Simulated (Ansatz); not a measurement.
## Cs: levels along high-symmetry lines

```
Cs
1.0
    -3.02250    3.02250    3.02250
     3.02250   -3.02250    3.02250
     3.02250    3.02250   -3.02250
Cs
1
Direct
  0.00000 0.00000 0.00000
```

The structure is an experimental refinement, used without relaxation.

No spin–orbit coupling, which matters for the heavy atoms here.

Method: Ansatz 0.2.0, DFT, PBE, all-electron LAPW, scalar-relativistic.

Settings: a Γ-centred 9×9×9 k mesh, Fermi–Dirac smearing of 0.05 eV, basis error target 1 meV/atom, no spin polarisation.

Points in fractions of the reciprocal vectors of this cell: Γ (0, 0, 0), H (0.5, -0.5, 0.5), N (0, 0, 0.5), P (0.25, 0.25, 0.25). The path joins them by straight lines in the order Γ–H–N–Γ–P–H–P–N; legs that retrace an earlier one aren't tabulated. Energies are in eV from the Fermi level.

Problem. Metal or insulator at this level of theory?

Solution. No gap opens: metallic or semimetallic.

Problem. Tabulate bands 7 to 12, counted from the lowest band of the run, along the path.

Solution. 
| k (1/Å) | point | band 7 | band 8 | band 9 | band 10 | band 11 | band 12 |
| --- | --- | --- | --- | --- | --- | --- | --- |
| 0.00 | Γ | -10.57 | -10.57 | -10.57 | -1.72 | 2.51 | 2.51 |
| 0.26 |  | -10.60 | -10.59 | -10.59 | -1.37 | 2.33 | 2.33 |
| 0.52 |  | -10.66 | -10.63 | -10.63 | -0.45 | 1.52 | 2.26 |
| 0.78 |  | -10.68 | -10.67 | -10.67 | 0.47 | 0.84 | 2.62 |
| 1.04 | H | -10.68 | -10.68 | -10.68 | 0.61 | 0.61 | 3.10 |
| 1.22 |  | -10.69 | -10.68 | -10.67 | 0.65 | 0.68 | 2.41 |
| 1.41 |  | -10.71 | -10.66 | -10.63 | 0.59 | 0.75 | 2.03 |
| 1.59 |  | -10.72 | -10.63 | -10.59 | 0.20 | 0.86 | 1.79 |
| 1.77 | N | -10.73 | -10.63 | -10.57 | 0.02 | 0.91 | 1.64 |
| 1.96 |  | -10.71 | -10.62 | -10.57 | -0.39 | 1.19 | 1.73 |
| 2.14 |  | -10.65 | -10.60 | -10.57 | -1.05 | 1.73 | 1.99 |
| 2.33 |  | -10.60 | -10.58 | -10.57 | -1.54 | 2.32 | 2.33 |
| 2.51 | Γ | -10.57 | -10.57 | -10.57 | -1.72 | 2.51 | 2.51 |
| 2.73 |  | -10.61 | -10.58 | -10.58 | -1.46 | 2.21 | 2.21 |
| 2.96 |  | -10.68 | -10.59 | -10.59 | -0.74 | 1.60 | 1.60 |
| 3.18 |  | -10.70 | -10.62 | -10.62 | 0.24 | 1.18 | 1.18 |
| 3.41 | P | -10.65 | -10.65 | -10.65 | 1.00 | 1.00 | 1.00 |
| 3.63 |  | -10.68 | -10.68 | -10.60 | 0.85 | 0.93 | 0.93 |
| 3.86 |  | -10.69 | -10.69 | -10.60 | 0.84 | 0.84 | 1.09 |
| 4.08 |  | -10.69 | -10.69 | -10.66 | 0.70 | 0.70 | 2.04 |
| 4.31 | H | -10.68 | -10.68 | -10.68 | 0.61 | 0.61 | 3.10 |
| 5.21 | P | -10.65 | -10.65 | -10.65 | 1.00 | 1.00 | 1.00 |
| 5.34 |  | -10.68 | -10.65 | -10.62 | 0.77 | 0.93 | 1.14 |
| 5.47 |  | -10.71 | -10.64 | -10.60 | 0.39 | 0.90 | 1.34 |
| 5.60 |  | -10.72 | -10.63 | -10.58 | 0.12 | 0.91 | 1.54 |
| 5.73 | N | -10.73 | -10.63 | -10.57 | 0.02 | 0.91 | 1.64 |
